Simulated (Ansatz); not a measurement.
# Thickness series of a HfN/AlN/TaN junction, part 4 of 9

Wanted: T(E), the conductance and its decay constant for HfN/AlN/TaN. The lower electrode is HfN rock salt(001), the upper one TaN rock salt(001); the barrier is AlN zinc blende(001) (N and N faces). In the first transport cell, after relaxation, the nearest pair of electrode and barrier is Hf–N at 2.28 Å, at a slant, at the lower face and Ta–N at 2.17 Å, at a slant, at the upper one. All share a net of side 3.203 Å, which strains the lower electrode by +0.0 %, the upper one by +2.5 % and the barrier by +2.9 %, against typed lattice constants near PBE's. The first steps treat the bulk electrodes alone.

Ansatz 0.2.0; PBE DFT, plane waves, PAW files (the session's first sound run).

So far. Step 4 (Relaxing the interfaces): The largest force component on a free atom ends at 0.012 eV/Å. At one or more of this run's solves the program warned of density in the dipole ramp over its bound, where dipole, forces and levels can be off.

### Step 5. T(E) of the junction

This step: PBE DFT, plane waves, PAW files; ballistic transmission by layer matching between semi-infinite leads (Ansatz 0.2.0).

System of this step: HfN/AlN/TaN. The cell holds 57 atoms: 29 N, 12 Hf, 4 Al and 12 Ta. Its edges and angles: a = 3.203 Å, b = 3.203 Å, c = 75.650 Å, α = 90.0°, β = 90.0°, γ = 90.0°. Regions: left electrode, 24 atoms (12 N and 12 Hf); barrier, 9 atoms (5 N and 4 Al); right electrode, 24 atoms (12 N and 12 Ta). Vacuum lies along c.

The relaxed core is set between ideal electrode layers (this cell holds 9 atomic planes between the electrodes; where that differs from the relaxed slab, whole periods were copied in or cut out without a new relaxation), which the solver continues as semi-infinite leads. A wide energy window on a coarse mesh (10×10) shows where the Fermi level lies against the barrier's bands; the projected density of states shows how far the metals' states reach in.

Input file input.yaml:

```yaml
crystal:
  lattice:
    - [3.203, 0.0, 0.0]
    - [0.0, 3.203, 0.0]
    - [0.0, 0.0, 75.6501153489]
  atoms:
    - { symbol: "N", position: [0.5, 0.5, 0.0925312535] }
    - { symbol: Hf, position: [0.0, 0.0, 0.0925312535] }
    - { symbol: "N", position: [0.0, 0.0, 0.1226306927] }
    - { symbol: Hf, position: [0.5, 0.5, 0.1226306927] }
    - { symbol: "N", position: [0.5, 0.5, 0.1527301318] }
    - { symbol: Hf, position: [0.0, 0.0, 0.1527301318] }
    - { symbol: "N", position: [0.0, 0.0, 0.182829571] }
    - { symbol: Hf, position: [0.5, 0.5, 0.182829571] }
    - { symbol: "N", position: [0.5, 0.5, 0.2129290102] }
    - { symbol: Hf, position: [0.0, 0.0, 0.2129290102] }
    - { symbol: "N", position: [0.0, 0.0, 0.2430284494] }
    - { symbol: Hf, position: [0.5, 0.5, 0.2430284494] }
    - { symbol: "N", position: [0.5, 0.5, 0.2731278885] }
    - { symbol: Hf, position: [0.0, 0.0, 0.2731278885] }
    - { symbol: "N", position: [0.0, 0.0, 0.3032273277] }
    - { symbol: Hf, position: [0.5, 0.5, 0.3032273277] }
    - { symbol: "N", position: [0.5, 0.5, 0.3333267669] }
    - { symbol: Hf, position: [0.0, 0.0, 0.3333267669] }
    - { symbol: "N", position: [0.0, 0.0, 0.3634262061] }
    - { symbol: Hf, position: [0.5, 0.5, 0.3634262061] }
    - { symbol: "N", position: [0.5, 0.5, 0.3935256452] }
    - { symbol: Hf, position: [0.0, 0.0, 0.3935256452] }
    - { symbol: "N", position: [0.0, 0.0, 0.4214471448] }
    - { symbol: Hf, position: [0.5, 0.5, 0.4302315669] }
    - { symbol: "N", position: [0.5, 0.0, 0.4516592704] }
    - { symbol: Al, position: [0.5, 0.5, 0.4672051404] }
    - { symbol: "N", position: [0.0, 0.5, 0.4812371005] }
    - { symbol: Al, position: [0.0, 0.0, 0.49534901] }
    - { symbol: "N", position: [0.5, 0.0, 0.5093484893] }
    - { symbol: Al, position: [0.5, 0.5, 0.5234678787] }
    - { symbol: "N", position: [0.0, 0.5, 0.5374918567] }
    - { symbol: Al, position: [0.0, 0.0, 0.5517111889] }
    - { symbol: "N", position: [0.5, 0.0, 0.5654808164] }
    - { symbol: "N", position: [0.0, 0.0, 0.5922787133] }
    - { symbol: Ta, position: [0.5, 0.5, 0.5848056869] }
    - { symbol: "N", position: [0.5, 0.5, 0.6178511915] }
    - { symbol: Ta, position: [0.0, 0.0, 0.6178511915] }
    - { symbol: "N", position: [0.0, 0.0, 0.646812947] }
    - { symbol: Ta, position: [0.5, 0.5, 0.646812947] }
    - { symbol: "N", position: [0.5, 0.5, 0.6757747025] }
    - { symbol: Ta, position: [0.0, 0.0, 0.6757747025] }
    - { symbol: "N", position: [0.0, 0.0, 0.704736458] }
    - { symbol: Ta, position: [0.5, 0.5, 0.704736458] }
    - { symbol: "N", position: [0.5, 0.5, 0.7336982135] }
    - { symbol: Ta, position: [0.0, 0.0, 0.7336982135] }
    - { symbol: "N", position: [0.0, 0.0, 0.762659969] }
    - { symbol: Ta, position: [0.5, 0.5, 0.762659969] }
    - { symbol: "N", position: [0.5, 0.5, 0.7916217245] }
    - { symbol: Ta, position: [0.0, 0.0, 0.7916217245] }
    - { symbol: "N", position: [0.0, 0.0, 0.82058348] }
    - { symbol: Ta, position: [0.5, 0.5, 0.82058348] }
    - { symbol: "N", position: [0.5, 0.5, 0.8495452355] }
    - { symbol: Ta, position: [0.0, 0.0, 0.8495452355] }
    - { symbol: "N", position: [0.0, 0.0, 0.878506991] }
    - { symbol: Ta, position: [0.5, 0.5, 0.878506991] }
    - { symbol: "N", position: [0.5, 0.5, 0.9074687465] }
    - { symbol: Ta, position: [0.0, 0.0, 0.9074687465] }
kpoints:
  mp_grid: { grid: [8, 8, 1] }
scf:
  occupations: { method: fermi_dirac, width: 0.1 }
  max_iter: 150
hamiltonian:
  xc: pbe
output:
  transmission:
    kmesh: [10, 10]
    e_range: [-4, 2]
    de: 0.1
    leads: [[10, 12], [45, 47]]
  dos: { projected: true, e_range: [-6, 5], de: 0.05 }
  write_potential: true
  write_density: true
  volumetric_format: npy
  elf: true
```

Started as:

```sh
$ ansatz run input.yaml --threads 8 --pin off --max-ram 24576MiB --backend cpu --events-out ev --progress --plain --runs-dir out
```

Numbers of over 12 decimals in the logs are rounded to 6 here.

Output:

```text
[...]
Crystal: 57 atoms, lattice volume = 776.110 Å³
Basis set: ecut = 420 eV, 15205 PW (Γ)
Bands: 375, of which v1, the nominal top of the filled ones, is band 313 counted from 1 (312 counted from 0)
Symmetry: 4 space group operations
[...]
k-points: 25 of 64
[...]
SCF iter   1: F=—  HF=-321196.856855 eV  |F-HF|=—  |Δ(HF+E_count)|=         —  Δρ=1.01e-2  dr2=4.90e2  ethr=1.77e-3  ⟨swp⟩=7.1  Hψ=39738  notcnv=0  defer=167
[...]
SCF iter  13: F=-321196.156769 eV  HF=-321196.156769 eV  |F-HF|=5.03e-8  |Δ(HF+E_count)|=   1.29e-8  Δρ=9.10e-7  dr2=5.71e-8  ethr=1.60e-11  ⟨swp⟩=13.6  Hψ=33888  notcnv=0
SCF 1 converged in 13 iterations: F = -321196.156769 eV  dr2 = 5.71e-8
[...]
transmission: 255 of 2484 steps passed
transmission: 501 of 2484 steps passed
[...]
transmission: 2484 of 2484 steps passed
WARN: The output density's exchange-correlation potential varies sharply where the density is thin. Do not read a vacuum level from v_tot or v_xc, or from such a field of the output density. On a cell that repeats whose density bears no net charge and no dipole along the vacuum's axis use v_es (v_loc + v_h of the components); under efield.dipole_correction with no amplitude use v_es + v_field, which holds any externa [...]
SCF converged after 13 iterations
Free energy (F): -321196.156769 eV
[...]
Internal energy: -321195.432750 eV  (E = F + TS)
E sigma→0 (E₀):  -321195.794759 eV
Entropy (-TS):   -0.724020 eV (-12.702 meV/atom)
Fermi energy:    16.029706 eV
[...]
--- Band table (eV; the first three rows and the last of 25) ---
  k-point 0: bands = [... 309 lower, 14.0571, 14.0671, 14.1828, 14.2393, 14.2401, 14.2641, 14.6079, 14.8256, ... 58 higher]
  k-point 1: bands = [... 309 lower, 14.3763, 14.4159, 14.6478, 14.6612, 14.7460, 14.8050, 14.8461, 15.0063, ... 58 higher]
  k-point 2: bands = [... 309 lower, 15.3882, 15.4643, 15.5252, 15.6556, 15.6615, 15.7089, 15.7907, 15.8940, ... 58 higher]
  k-point 24: bands = [... 309 lower, 14.8054, 15.1818, 15.2075, 15.2123, 15.2472, 15.4440, 16.0924, 16.0987, ... 58 higher]
--- Transmission ---
  basis      : 89 plane waves across, 69 finite elements along
  points     : 36, standing for a mesh of 10 x 10
  energies   : 61 from -4.000000 to 2.000000 eV about the Fermi level, 0.100000 eV apart; the leads are filled to 0.000000 eV, and channels, transmission and decay are at 0.000000 eV
  crystal 0  : N1Hf1, at the sites [10, 12], period 2.2770 Å, over 25.05 Å; its Hamiltonian steps by up to 11.3 meV
    offset         : up to 0.0000 Å between an atom of the period and one for which it stands
    channels       : 1.440000e0 a spin
    conductance    : none, the energies end too early or step too widely for 300 K: set another output.transmission.e_range or a lower de, or, where they end at an eighth of basis.ecutwfc, a higher one
    slowest decay  : 0.2581 /Å at (0.5000, 0.1000)
  crystal 1  : N1Ta1, at the sites [45, 47], period 2.1910 Å, over 24.10 Å; its Hamiltonian steps by up to 11.9 meV
[...]
channels       : 1.860000e0 a spin
[...]
slowest decay  : 0.0395 /Å at (0.1000, 0.3000)
  junction   : crystal 0 to crystal 1, 18.83 to 55.90 Å
    transmission   : 4.745623e-5 a spin
[...]
```

Run time: 9.9 min. Hardware: 8 threads of Arm Neoverse V2, shared host; peak memory 14 GiB; 75 min of CPU time.

This step gave:

```yaml
free_energy: -321196.1568 eV
fermi_energy: 16.03 eV
level_to_which_the_leads_are_filled: 0 eV from the Fermi level
transmission_at_the_fermi_level_a_spin_zone_mean: 4.75e-5
channels_of_the_lower_lead: 1.44
channels_of_the_upper_lead: 1.86
potential_step_in_the_lower_lead: 11.3 meV
potential_step_in_the_upper_lead: 11.9 meV
```

One spin. The transmission, zone mean by energy, zero at the Fermi level:

energy (eV), log10 transmission, zone mean and a bar from the least value:
```
    -4.00       -2.1 ##########################
    -3.80       -1.7 ##############################
    -3.70       -2.1 ##########################
    -3.60       -1.9 ############################
    -3.50       -2.1 ##########################
    -3.40       -2.1 ##########################
    -3.30       -1.7 ##############################
    -3.20       -2.2 #########################
    -3.00       -3.0 #################
    -2.90       -3.8 #########
    -2.70       -2.1 ##########################
    -2.60       -1.9 ############################
    -2.50       -2.5 ######################
    -2.40       -2.7 ####################
    -2.20       -2.5 ######################
    -2.10       -2.2 #########################
    -1.90       -2.5 ######################
    -1.70       -4.2 #####
    -1.60       -4.5 ##
    -1.40       -3.8 #########
    -1.20       -3.9 ########
    -1.10       -2.8 ###################
    -0.90       -3.6 ###########
    -0.80       -2.7 ####################
    -0.60       -3.7 ##########
    -0.40       -3.9 #######
    -0.30       -3.9 ########
    -0.10       -4.6 
     0.00       -4.3 ###
     0.10       -4.3 ###
     0.20       -4.4 ###
     0.40       -4.6 
     0.50       -4.6 
     0.70       -3.2 ##############
     0.90       -3.4 ############
     1.00       -4.0 #######
     1.20       -3.9 ########
     1.40       -4.2 #####
     1.50       -4.2 #####
     1.70       -4.2 ####
     1.80       -4.0 #######
     2.00       -3.5 ############
```

One spin. The open channels, zone mean by energy, zero at the Fermi level:

| energy (eV) | lower lead | upper lead |
| --- | --- | --- |
| -4.00 | 0.81 | 0.18 |
| -3.80 | 0.53 | 0.34 |
| -3.60 | 0.22 | 0.32 |
| -3.40 | 0.26 | 0.31 |
| -3.20 | 0.1 | 0.51 |
| -3.00 | 0.1 | 0.59 |
| -2.80 | 0.19 | 0.71 |
| -2.60 | 0.31 | 0.71 |
| -2.30 | 0.31 | 0.91 |
| -2.10 | 0.35 | 1.15 |
| -1.90 | 0.55 | 1.21 |
| -1.70 | 0.59 | 1.25 |
| -1.50 | 0.71 | 1.28 |
| -1.30 | 0.71 | 1.44 |
| -1.10 | 0.71 | 1.72 |
| -0.90 | 0.95 | 1.8 |
| -0.70 | 1.15 | 1.8 |
| -0.50 | 1.15 | 1.8 |
| -0.30 | 1.16 | 1.96 |
| -0.10 | 1.24 | 1.69 |
| 0.00 | 1.44 | 1.86 |
| 0.10 | 1.48 | 1.9 |
| 0.30 | 1.48 | 2.22 |
| 0.60 | 1.52 | 2.38 |
| 0.80 | 1.8 | 2.34 |
| 1.00 | 1.76 | 2.34 |
| 1.20 | 1.64 | 2.62 |
| 1.40 | 1.68 | 2.63 |
| 1.60 | 1.61 | 2.99 |
| 1.80 | 1.81 | 3.31 |
| 2.00 | 2.19 | 2.92 |

Transmission over k1 and k2. At 0.0000 eV from the Fermi level; zeros and values more than six decades under the largest are shown at that floor.

log10 of the mean of each cell; the least values stand at a floor. Values, 10 rows by 10 columns:
```
-4.6 -4.2 -5.4 -4.4 -4.7 -9.2 -4.7 -4.4 -5.4 -4.2
-5.7 -4.4 -5.0 -5.4 -9.2 -9.2 -9.2 -5.4 -5.0 -4.4
-4.9 -6.2 -6.4 -5.9 -4.8 -5.5 -4.8 -5.9 -6.4 -6.2
-9.2 -5.9 -9.2 -6.3 -3.5 -3.3 -3.5 -6.3 -9.2 -5.9
-9.2 -9.2 -9.2 -4.4 -3.2 -8.8 -3.2 -4.4 -9.2 -9.2
-9.2 -5.9 -9.2 -6.3 -3.5 -3.3 -3.5 -6.3 -9.2 -5.9
-4.9 -6.2 -6.4 -5.9 -4.8 -5.5 -4.8 -5.9 -6.4 -6.2
-5.7 -4.4 -5.0 -5.4 -9.2 -9.2 -9.2 -5.4 -5.0 -4.4
-4.6 -4.2 -5.4 -4.4 -4.7 -9.2 -4.7 -4.4 -5.4 -4.2
-5.1 -4.4 -5.9 -4.6 -9.2 -9.2 -9.2 -4.6 -5.9 -4.4
```
Columns: k1 (b1) from -0.5 to 0.4; rows upwards: k2 (b2) from -0.5 to 0.4.

Open channels of the lower lead over k1 and k2. At 0.0000 eV from the Fermi level.

Ten even steps from '0' (0.00) to '9' (3.00):
```
6663303366
6663333366
6336636633
0336696633
0033969330
0336696633
6336636633
6663333366
6663303366
6666000666
```
Columns: k1 (b1) from -0.5 to 0.4; rows upwards: k2 (b2) from -0.5 to 0.4.

Open channels of the upper lead over k1 and k2. At 0.0000 eV from the Fermi level.

Values, 10 rows by 10 columns:
```
2.00 2.00 2.00 2.00 2.00 2.00 2.00 2.00 2.00 2.00
2.00 2.00 2.00 3.00 0.00 1.00 0.00 3.00 2.00 2.00
2.00 2.00 3.00 2.00 2.00 2.00 2.00 2.00 3.00 2.00
2.00 2.00 0.00 2.00 2.00 2.00 2.00 2.00 0.00 2.00
0.00 2.00 1.00 2.00 2.00 4.00 2.00 2.00 1.00 2.00
2.00 2.00 0.00 2.00 2.00 2.00 2.00 2.00 0.00 2.00
2.00 2.00 3.00 2.00 2.00 2.00 2.00 2.00 3.00 2.00
2.00 2.00 2.00 3.00 0.00 1.00 0.00 3.00 2.00 2.00
2.00 2.00 2.00 2.00 2.00 2.00 2.00 2.00 2.00 2.00
2.00 2.00 2.00 2.00 2.00 0.00 2.00 2.00 2.00 2.00
```
Columns: k1 (b1) from -0.5 to 0.4; rows upwards: k2 (b2) from -0.5 to 0.4.

Projected DOS an atom over height of the atomic layer and energy from the Fermi level. Layers: HfN HfN HfN HfN HfN HfN HfN HfN HfN HfN HfN N Hf N Al N Al N Al N Al N Ta N TaN TaN TaN TaN TaN TaN TaN TaN TaN TaN TaN; projections on atoms miss part of the total, and the computed bands can run out at the top of the range; a column is the mean of 3 neighbouring layers, the last of those left over.

Ten even steps from '_' (0.00 states/eV) to '@' (1.70 states/eV), each cell a mean:
```
------::::____--========
--::::....____==++====++
--::::::..____==********
::::::....____--++++++**
::::::..::____..--====++
::........____..::::::--
::......______..::::::==
::......______::::::::--
..........____::::::::::
........::____........::
__........______........
______......____........
______..::==::..........
______....**++==......__
______::::**--==________
______==--++--==________
......------::--________
--::::--::--::--________
==----==::::..--..____::
++++++++..::::==::....==
%%@@@@**..::..==::::::==
++####==::--::--====--++
```
Columns: height of the atomic layer (Å) from 9.28 to 67.5 (not evenly spaced); rows upwards: energy from the Fermi level (eV) from -6 to 2.95.

ELF in the ca plane at fractional y = 0.000, with atoms of Hf and N and Al and Ta within 0.2 Å of it. It is the smooth field of the valence electrons, not physical close to the nuclei.

Values, 5 rows by 16 columns, each cell a mean:
```
0.06 0.09 0.27 0.42 0.07 0.11 0.16 0.42 0.38 0.67 0.51 0.60 0.42 0.66 0.46 0.58
0.17 0.14 0.74 0.72 0.30 0.10 0.61 0.75 0.36 0.48 0.21 0.28 0.24 0.47 0.27 0.27
0.26 0.14 0.72 0.49 0.45 0.09 0.64 0.47 0.47 0.19 0.14 0.20 0.21 0.24 0.21 0.19
0.12 0.12 0.67 0.72 0.22 0.11 0.52 0.76 0.32 0.63 0.29 0.43 0.28 0.61 0.32 0.42
0.06 0.09 0.13 0.26 0.05 0.11 0.07 0.25 0.42 0.56 0.56 0.49 0.47 0.54 0.49 0.48
```
Columns run along c (16.0 Å, from fractional 0.47 to 0.68 of the cell), rows up along a (3.2 Å). Atoms in or near the plane, at fractional coordinates: Al at (0.50, 0.00), N at (0.51, 0.50), Al at (0.55, 0.00), N at (0.57, 0.50), N at (0.59, 0.00), Ta at (0.62, 0.00), N at (0.65, 0.00), Ta at (0.68, 0.00).

Electrostatic potential energy in the ca plane at fractional y = 0.000, with atoms of Hf and N and Al and Ta within 0.2 Å of it. With pseudopotentials it is smooth inside the atoms' cores, unlike the true potential.

Ten even steps from '0' (-27 eV) to '9' (19 eV), each cell a mean:
```
99999999999999986200026830058510004761027730
99999999999999998521258886688742136887678863
99999999999999998876788998899876678999899887
99999999999999999988899998899988889998889998
99999999999999999888889998899988888998899988
99999999999999998754578998899864467898889875
99999999999999987410037862378620015884258741
99999999999999986201016720047501104750016720
```
Columns run along c (16.0 Å, from fractional 0.00 to 0.21 of the cell; values clipped at the 3rd and 97th percentile), rows up along a (3.2 Å). Atoms in or near the plane, at fractional coordinates: Hf at (0.09, 0.00), N at (0.12, 0.00), Hf at (0.15, 0.00), N at (0.18, 0.00).

Valence density in the ca plane at fractional y = 0.000, with atoms of Hf and N and Al and Ta within 0.2 Å of it. It is the smooth field of the valence electrons, not physical close to the nuclei.

Ten steps, logarithmic in the rise over the least value, from '0' (0 e/Å³) to '9' (30 e/Å³), each cell a mean:
```
34542148985234542000000000000000100000000000
23321125653112321001111000000012221000000012
11110001210001110123442100000123442100000124
00000000000000000124553100000124553100000135
01100000100000000124543100000124543100000134
12211012331011211012331000000013331000000123
24432136774123432000100000000001110000000011
35542258996235552100000000000000000000000000
```
Columns run along c (16.0 Å, from fractional 0.35 to 0.57 of the cell), rows up along a (3.2 Å). Atoms in or near the plane, at fractional coordinates: N at (0.36, 0.00), Hf at (0.39, 0.00), N at (0.42, 0.00), N at (0.45, 0.50), Al at (0.50, 0.00), N at (0.51, 0.50), Al at (0.55, 0.00).

At the Fermi level the transmission is 4.7e-5, as a zone mean for one spin on this coarse mesh. At the Fermi level the layers of this cell's barrier hold from 0.0016 to 0.14 states an eV and atom. In the worse lead the potential repeats within 12 meV, which the program lets pass.

(Part 4 of 9 ends here.)

[Logs are printed without paths, hosts, clocks, repeated set-up lines and the standing remarks that a program may print on its own settings, such as how far it seeks lower states.]

[Hosts, paths, dates, database ids (printed as entryN), source tags and the programs' standing remarks are cut or masked in the printed files.]
